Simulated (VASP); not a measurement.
# AlP (F-43m) in VASP: further runs

Runs on AlP. Level: PBEsol. Tasks: single point, relaxation of cell and atoms.

Program: VASP 6.6.1. These are calculated values, not measurements. Logs are shortened: lines on timing, memory, paths and dates and some standing lists are left out, and cuts for length are marked.

**Measured values to compare with.**

A printed reference work, data compilation reports, for a bulk crystal of AlP at 4.2 K: band gap 2.505 eV (indirect).

The runs below are set against these values where they give the same quantity.

### Step 1. Starting point

It takes space group F-43m (No. 216, cubic). The conventional cell has a = 5.470 Å, b = 5.470 Å, c = 5.470 Å, α = 90.00°, β = 90.00°, γ = 90.00°. Around Al (site symmetry -43m) lie 4 P at 2.37 Å. Around P (site symmetry -43m) lie 4 Al at 2.37 Å.

### Step 2. Single point, PBEsol

Contents of INCAR:

```
SYSTEM = AlP
PREC     = Accurate       ! precision mode
ENCUT    = 520            ! plane-wave cutoff, eV
EDIFF    = 1E-6           ! SCF threshold, eV
ISMEAR   = 0              ! smearing method
SIGMA    = 0.02           ! smearing width, eV
LREAL    = .False.        ! projectors in reciprocal space
LASPH    = .True.         ! aspherical terms in the spheres
NELM     = 60             ! most SCF steps
ALGO     = Normal         ! electronic algorithm
ISIF     = 2              ! what is computed and relaxed
LWAVE    = .False.        ! write WAVECAR
LCHARG   = .False.        ! write CHGCAR
GGA      = PS             ! functional
NBANDS   = 11             ! bands
```

Contents of KPOINTS:

```
regular mesh
0
Gamma
  8 8 8
  0 0 0
```

Contents of POSCAR:

```
AlP
1.0
    0.0000000000      2.7351727360      2.7351727360
    2.7351727360      0.0000000000      2.7351727360
    2.7351727360      2.7351727360      0.0000000000
Al P
1 1
Direct
    0.0000000000      0.0000000000      0.0000000000
    0.2500000000      0.2500000000      0.2500000000
```

Potentials or basis: VASP PAW PBE potentials, release 64 (Al, P).

Started as:

```sh
cat potpaw_PBE.64/Al/POTCAR potpaw_PBE.64/P/POTCAR > POTCAR
mpirun -np 1 vasp_std > vasp.out
```

OUTCAR:

```text
SYSTEM = AlP
   PREC = Accurate
   ENCUT = 520
   EDIFF = 1E-6
   ISMEAR = 0
   LREAL = .False.
   LASPH = .True.
   NELM = 60
   ISIF = 2
   GGA = PS

 ion  position               nearest neighbor table
   1  0.000  0.000  0.000-   2 2.37   2 2.37   2 2.37   2 2.37
   2  0.250  0.250  0.250-   1 2.37   1 2.37   1 2.37   1 2.37

  LATTYP: Found a face centered cubic cell.
 ALAT       =     5.4703454720

  Lattice vectors:

 A1 = (   0.0000000000,   2.7351727360,   2.7351727360)
 A2 = (   2.7351727360,   0.0000000000,   2.7351727360)
 A3 = (   2.7351727360,   2.7351727360,   0.0000000000)

Analysis of symmetry for initial positions (statically):
=====================================================================
 Subroutine PRICEL returns:
 Original cell was already a primitive cell.

 Routine SETGRP: Setting up the symmetry group for a
 face centered cubic supercell.

 Subroutine GETGRP returns: Found 24 space group operations
 (whereof 24 operations were pure point group operations)
 out of a pool of 48 trial point group operations.

The static configuration has the point symmetry T_d .

Analysis of symmetry for dynamics (positions and initial velocities):
=====================================================================
 Subroutine PRICEL returns:
 Original cell was already a primitive cell.

 Routine SETGRP: Setting up the symmetry group for a
 face centered cubic supercell.

 Subroutine GETGRP returns: Found 24 space group operations
 (whereof 24 operations were pure point group operations)
 out of a pool of 48 trial point group operations.

The dynamic configuration has the point symmetry T_d .

 Subroutine INISYM returns: Found 24 space group operations
 (whereof 24 operations are pure point group operations),
 and found     1 'primitive' translations

----------------------------------------------------------------------------------------

                                     Primitive cell

  volume of cell :      40.9246

  direct lattice vectors                    reciprocal lattice vectors
     0.000000000  2.735172736  2.735172736    -0.182803811  0.182803811  0.182803811
     2.735172736  0.000000000  2.735172736     0.182803811 -0.182803811  0.182803811
     2.735172736  2.735172736  0.000000000     0.182803811  0.182803811 -0.182803811

  length of vectors
     3.868118379  3.868118379  3.868118379     0.316625489  0.316625489  0.316625489

  position of ions in fractional coordinates (direct lattice)
     0.000000000  0.000000000  0.000000000
     0.250000000  0.250000000  0.250000000

  ion indices of the primitive-cell ions
   primitive index   ion index
                 1           1
                 2           2

----------------------------------------------------------------------------------------

 KPOINTS: regular mesh

Automatic generation of k-mesh.
 Grid dimensions read from file:
 generate k-points for:    8    8    8

 Generating k-lattice:

  Cartesian coordinates                     Fractional coordinates (reciprocal lattice)
    -0.022850476  0.022850476  0.022850476     0.125000000  0.000000000  0.000000000
     0.022850476 -0.022850476  0.022850476     0.000000000  0.125000000  0.000000000
     0.022850476  0.022850476 -0.022850476     0.000000000  0.000000000  0.125000000

  Length of vectors
     0.039578186  0.039578186  0.039578186

  Shift w.r.t. Gamma in fractional coordinates (k-lattice)
     0.000000000  0.000000000  0.000000000

 Subroutine IBZKPT returns following result:
 ===========================================

 Found     29 irreducible k-points:

 Following reciprocal coordinates:
            Coordinates               Weight
  0.000000  0.000000  0.000000      1.000000
  0.125000  0.000000  0.000000      8.000000
  0.250000  0.000000  0.000000      8.000000
  0.375000  0.000000  0.000000      8.000000
  0.500000  0.000000  0.000000      4.000000
  0.125000  0.125000  0.000000      6.000000
[... 16 lines left out ...]
  0.500000  0.250000  0.125000     48.000000
 -0.375000  0.250000  0.125000     24.000000
 [... further k-points ...]
   k-points           NKPTS =     29   k-points in BZ     NKDIM =     29   number of bands    NBANDS=     11
   number of dos      NEDOS =    301   number of ions     NIONS =      2
   total plane-waves  NPLWV =  27000
   dimension x,y,z NGX =    30 NGY =   30 NGZ =   30
   dimension x,y,z NGXF=    60 NGYF=   60 NGZF=   60
   ions per type =               1   1
   NGX,Y,Z   is equivalent  to a cutoff of  12.89, 12.89, 12.89 a.u.
   NGXF,Y,Z  is equivalent  to a cutoff of  25.79, 25.79, 25.79 a.u.
 SYSTEM =  AlP
   PREC   = accura    normal or accurate (medium, high low for compatibility)
   ISTART =      0    job   : 0-new  1-cont  2-samecut
   ICHARG =      2    charge: 1-file 2-atom 10-const
   ISPIN  =      1    spin polarized calculation?
   LNONCOLLINEAR =      F non collinear calculations
   LSORBIT =      F    spin-orbit coupling
   LASPH  =      T    aspherical Exc in radial PAW
   ENCUT  =  520.0 eV  38.22 Ry    6.18 a.u.   7.19  7.19  7.19*2*pi/ulx,y,z
   NELM   =     60;   NELMIN=  2; NELMDL= -5     # of ELM steps
   EDIFF  = 0.1E-05   stopping-criterion for ELM
   LREAL  =      F    real-space projection
   EDIFFG = 0.1E-04   stopping-criterion for IOM
   NSW    =      0    number of steps for IOM
   IBRION =     -1    ionic relax: 0-MD 1-quasi-New 2-CG
   NFREE  =      0    steps in history (QN), initial steepest desc. (CG)
   ISIF   =      2    stress and relaxation
   ISYM   =      2    0-nonsym 1-usesym 2-fastsym
   POTIM  = 0.5000    time-step for ionic-motion
   TEBEG  =    0.0;   TEEND  =   0.0 temperature during run
   PSTRESS=    0.0 pullay stress
   NELECT =       8.0000    total number of electrons
   NUPDOWN=      -1.0000    fix difference up-down
   EMIN   =  10.00;   EMAX   =-10.00  energy-range for DOS
   EFERMI =   0.00;   METHOD = LEGACY
   ISMEAR =     0;   SIGMA  =   0.02  broadening in eV -4-tet -1-fermi 0-gaus
   EFERMI_NEDOS =   21; number of points for ismear=-14 and -15
   IALGO  =     38    algorithm
   IMIX   =      4    mixing-type and parameters
     AMIX     =   0.40;   BMIX     =  1.00
     AMIX_MAG =   1.60;   BMIX_MAG =  1.00
  volume/ion in A,a.u.               =      20.46       138.09
  Fermi-wavevector in a.u.,A,eV,Ry     =   0.950116  1.795459 12.282263  0.902721
  Thomas-Fermi vector in A             =   2.078463
   LORBIT       =      0    0 simple, 1 ext, 2 COOP (PROOUT), +10 PAW based schemes
   GGA     = PS    functional components
   LHFCALC =     F    Hartree Fock is set to
   AEXX    =    0.0000 exact exchange contribution
   IVDW    =     0    specifies the selected vdW correction
   LEPSILON=     F    determine dielectric tensor
   LRPA    =     F    only Hartree local field effects (RPA)
 non-spin polarized calculation
 Gauss-broadening in eV      SIGMA  =   0.02
  energy-cutoff  :      520.00
  volume of cell :       40.92
 maximum number of plane-waves:      1124
 NGX is ok and might be reduce to    30
   NGX = 15   NGY = 15   NGZ = 15

 number of electron       7.9999999 magnetization

 Free energy of the ion-electron system (eV)
  ---------------------------------------------------
  ext. energy  EPLUGINS =         0.00000000
  ---------------------------------------------------
  free energy    TOTEN  =       -10.99524323 eV

  energy without entropy =      -10.99524323  energy(sigma->0) =      -10.99524323

 E-fermi :   4.5810     XC(G=0):  -9.3432

 val. band max:        4.4834084246   @ k =   0.0000   0.0000   0.0000
 cond. band min:       5.9328584942   @ k =   0.5000   0.5000   0.0000
 fundamental gap:      1.4494500695
 Fermi energy:         4.5810330153

 k-point     1 :       0.0000    0.0000    0.0000
  band No.  band energies     occupation
      1      -7.0115      2.00000
      2       4.4834      2.00000
      3       4.4834      2.00000
      4       4.4834      2.00000
      5       7.6390      0.00000
      6       8.9877      0.00000
      7       8.9877      0.00000
      8       8.9877      0.00000
      9      13.2792      0.00000
     10      13.2792      0.00000
     11      14.5393      0.00000

 k-point     2 :       0.1250    0.0000    0.0000
  band No.  band energies     occupation
      1      -6.8391      2.00000
      2       3.2435      2.00000
      3       4.3344      2.00000
      4       4.3344      2.00000
      5       8.0815      0.00000
      6       9.2712      0.00000
      7       9.2712      0.00000
      8       9.4861      0.00000
      9      12.7693      0.00000
     10      12.7693      0.00000
     11      15.1814      0.00000

 k-point     3 :       0.2500    0.0000    0.0000
  band No.  band energies     occupation
      1      -6.3533      2.00000
      2       1.2869      2.00000
      3       4.0395      2.00000
      4       4.0395      2.00000
      5       7.7085      0.00000
      6       9.5716      0.00000
      7       9.5716      0.00000
      8      11.2901      0.00000
      9      12.7387      0.00000
     10      12.7387      0.00000
     11      14.6384      0.00000
[... 267 lines left out ...]
 k-point    23 :       0.5000    0.2500    0.1250
  band No.  band energies     occupation
      1      -5.3427      2.00000
      2      -0.1451      2.00000
      3       2.0011      2.00000
      4       3.1768      2.00000
      5       8.3450      0.00000
      6       9.1876      0.00000
      7      10.4355      0.00000
      8      11.5154      0.00000
      9      13.8725      0.00000
     10      15.7091      0.00000
     11      17.1851      0.00000

 k-point    24 :      -0.3750    0.2500    0.1250
  band No.  band energies     occupation
      1      -5.0137      2.00000
      2      -0.7072      2.00000
      3       1.8663      2.00000
      4       2.9878      2.00000
      5       8.3422      0.00000
      6       8.9185      0.00000
      7      11.3031      0.00000
      8      12.0946      0.00000
      9      13.3854      0.00000
     10      15.8217      0.00000
     11      17.1348      0.00000

 [... further k-points ...]

------------------------ aborting loop because EDIFF is reached ----------------------------------------

  FORCE on cell =-STRESS in cart. coord.  units (eV):
  Direction    XX          YY          ZZ          XY          YZ          ZX
  --------------------------------------------------------------------------------------
  -------------------------------------------------------------------------------------
  Total        0.0109049      0.0109049      0.0109049      0.0000000      0.0000000      0.0000000
  in kB        0.4269221      0.4269221      0.4269221      0.0000000      0.0000000      0.0000000
  external PRESSURE =       0.4269221 kB  Pullay stress =       0.0000000 kB

 VOLUME and BASIS-vectors are now :
 -----------------------------------------------------------------------------
  energy-cutoff  :      520.00
  volume of cell :       40.92
      direct lattice vectors                 reciprocal lattice vectors
     0.000000000  2.735172736  2.735172736    -0.182803811  0.182803811  0.182803811
     2.735172736  0.000000000  2.735172736     0.182803811 -0.182803811  0.182803811
     2.735172736  2.735172736  0.000000000     0.182803811  0.182803811 -0.182803811

 POSITION                                       TOTAL-FORCE (eV/Angst)
 -----------------------------------------------------------------------------------
      0.00000      0.00000      0.00000        -0.000000      0.000000      0.000000
      1.36759      1.36759      1.36759         0.000000     -0.000000     -0.000000
 -----------------------------------------------------------------------------------
    total drift:                               -0.000000     -0.000000     -0.000000

  FREE ENERGIE OF THE ION-ELECTRON SYSTEM (eV)
  ---------------------------------------------------
  free  energy   TOTEN  =       -10.9952432258 eV

  energy  without entropy=      -10.9952432258  energy(sigma->0) =      -10.99524323
```

It took 16 s on 1 thread of Intel Xeon Platinum 8488C (Sapphire Rapids), shared host; peak memory 0.16 GiB.

What came out:

| Item | Value |
| --- | --- |
| Free energy | -10.9952 eV |
| Pressure | 0.0 GPa |
| Band gap on the k mesh | 1.45 eV, indirect (least direct gap 3.16 eV) |

Levels at points of the mesh, in eV from the valence-band top:
```csv
k point,band 1,band 2,band 3,band 4,band 5,band 6,band 7,band 8
"(0.00, 0.00, 0.00)",-11.49,0.00,0.00,0.00,3.16,4.50,4.50,4.50
"(0.50, 0.00, 0.00)",-9.81,-5.56,-0.76,-0.76,2.71,4.75,4.75,8.06
"(0.50, 0.50, 0.00)",-9.15,-5.32,-2.11,-2.11,1.45,2.37,10.94,10.94
```

Caveat: the PAW data sets were made with another functional, which shifts forces and pressure a little.

### Step 3. Relaxation of cell and atoms, PBEsol

This run uses another cell than the first one, of 20.25 Å³/atom, 0.989 times its volume.

Contents of INCAR:

```
SYSTEM = AlP
PREC = Accurate ; ENCUT = 600
EDIFF = 1E-7 ; ISMEAR = 0
SIGMA = 0.02 ; LREAL = .False.
LASPH = .True. ; NELM = 60
ALGO = Normal ; ISIF = 3
LWAVE = .False. ; LCHARG = .False.
GGA = PS ; IBRION = 2
NSW = 100 ; EDIFFG = -0.005
```

KPOINTS is that of step 2.

Contents of POSCAR:

```
AlP
1.0
    0.0000000000      2.7255000000      2.7255000000
    2.7255000000      0.0000000000      2.7255000000
    2.7255000000      2.7255000000      0.0000000000
Al P
1 1
Direct
    0.0000000000      0.0000000000      0.0000000000
    0.2500000000      0.2500000000      0.2500000000
```

Potentials or basis: VASP PAW PBE potentials, release 64 (Al, P).

Started as:

```sh
cat potpaw_PBE.64/Al/POTCAR potpaw_PBE.64/P/POTCAR > POTCAR
mpirun -np 1 vasp_std > vasp.out
```

It took 36 s on 1 thread of Intel Xeon Platinum 8488C (Sapphire Rapids), shared host; peak memory 0.17 GiB.

Results (log left out):

| Item | Value |
| --- | --- |
| Free energy | -10.9955 eV |
| Relaxed volume | 20.47 Å³/atom |
| Relaxed cell | a = 3.869 Å, b = 3.869 Å, c = 3.869 Å, α = 60.00°, β = 60.00°, γ = 60.00° |
| Space group after relaxing (to 0.05 Å) | F-43m (No. 216) |
| Energy gained by relaxing | 0.7 meV/atom |
| Ionic steps | 3 |
| Pressure after relaxing | 0.0 GPa |
| Band gap on the k mesh | 1.45 eV, indirect (least direct gap 3.15 eV) |

The path:
| step | energy change (eV) | largest force (eV/Å) | pressure (GPa) | volume (Å³) |
| --- | --- | --- | --- | --- |
| 1 | 0.0000 | 0.0000 | 1.00 | 40.49 |
| 2 | -0.0009 | 0.0000 | -0.60 | 41.24 |
| 3 | -0.0014 | 0.0000 | 0.00 | 40.95 |

Final structure:
```
Al P
1.0
     0.00000    2.73570    2.73570
     2.73570    0.00000    2.73570
     2.73570    2.73570    0.00000
Al P
1 1
Direct
  0.00000 0.00000 0.00000
  0.25000 0.25000 0.25000
```

Levels at points of the mesh, in eV from the valence-band top:
```
           k point  band 1  band 2  band 3  band 4  band 5  band 6  band 7  band 8
(0.00, 0.00, 0.00)  -11.49    0.00    0.00    0.00    3.15    4.50    4.50    4.50
(0.50, 0.00, 0.00)   -9.81   -5.55   -0.76   -0.76    2.71    4.75    4.75    8.06
(0.50, 0.50, 0.00)   -9.15   -5.32   -2.11   -2.11    1.45    2.37   10.94   10.94
```

Caveat: the PAW data sets were made with another functional, which shifts forces and pressure a little.

### Step 4. Single point, PBEsol

This run uses another cell than the first one, of 20.25 Å³/atom, 0.989 times its volume.

Contents of INCAR:

```
SYSTEM = AlP
PREC = Accurate
ENCUT = 520
EDIFF = 1E-7
ISMEAR = 0
SIGMA = 0.1
LREAL = .False.
LASPH = .True.
NELM = 100
ALGO = Normal
ISIF = 2
LWAVE = .False.
LCHARG = .True.
GGA = PS
LELF = .True.
LVHAR = .True.
NBANDS = 11
```

Contents of KPOINTS:

```
Automatic mesh
0
Gamma
  6 6 6
  0 0 0
```

POSCAR is that of step 3.

Started as:

```sh
cat potpaw_PBE.64/Al/POTCAR potpaw_PBE.64/P/POTCAR > POTCAR
mpirun -np 1 vasp_std > vasp.out
```

Wall time 13 s (1 thread of Intel Xeon Platinum 8488C (Sapphire Rapids), shared host); peak memory 0.15 GiB.

It converged, with:

| Quantity | Value |
| --- | --- |
| Free energy | -10.9854 eV |
| Pressure | 1.0 GPa |
| Band gap on the k mesh | 1.42 eV, indirect (least direct gap 3.24 eV) |

Levels at points of the mesh, in eV from the valence-band top:
```tsv
k point	band 2	band 3	band 4	band 5	band 6	band 7
(0.00, 0.00, 0.00)	0.00	0.00	0.00	3.24	4.52	4.52
(0.50, 0.00, 0.00)	-5.61	-0.77	-0.77	2.75	4.75	4.75
(0.50, 0.50, 0.00)	-5.36	-2.14	-2.14	1.42	2.36	11.03
```

Caveat: the PAW data sets were made with another functional, which shifts forces and pressure a little.

### Step 5. The runs side by side

| task | cell | k mesh | cutoff (eV) | smearing | gap on the mesh (eV) | pressure (GPa) |
| --- | --- | --- | --- | --- | --- | --- |
| single point | F-43m, 20.46 Å³/atom | 8 × 8 × 8 | 520 | gaussian 0.02 eV | 1.45 | 0.0 |
| relaxation of cell and atoms | relaxed | 8 × 8 × 8 | 600 | gaussian 0.02 eV | 1.45 | 0.0 |
| single point | F-43m, 20.25 Å³/atom | 6 × 6 × 6 | 520 | gaussian 0.1 eV | 1.42 | 1.0 |

Alike in all rows: level PBEsol; potentials or basis VASP PAW PBE potentials, release 64 (Al, P); no spin polarisation.

Caveats: the PAW data sets were made with another functional, which shifts forces and pressure a little.

Total energies depend on the potentials used, so only differences within one code and one set of settings carry meaning.

### Step 6. Comparison with measurements

Step 2. Measured gap of AlP: 2.505 eV (indirect; 4.2 K; a printed reference work, data compilation). This calculation gives 1.45 eV (-1.06 eV). The value is that of PBEsol on a finite k mesh, which can miss the band edges, without temperature or zero-point motion. Semilocal functionals fall short of measured gaps as a rule.

Step 4. A measured gap of AlP is 2.505 eV (indirect; 4.2 K; a printed reference work, data compilation); the calculated 1.42 eV misses it by -1.08 eV. The value is that of PBEsol on a finite k mesh, which can miss the band edges, without temperature or zero-point motion. Semilocal functionals fall short of measured gaps as a rule.
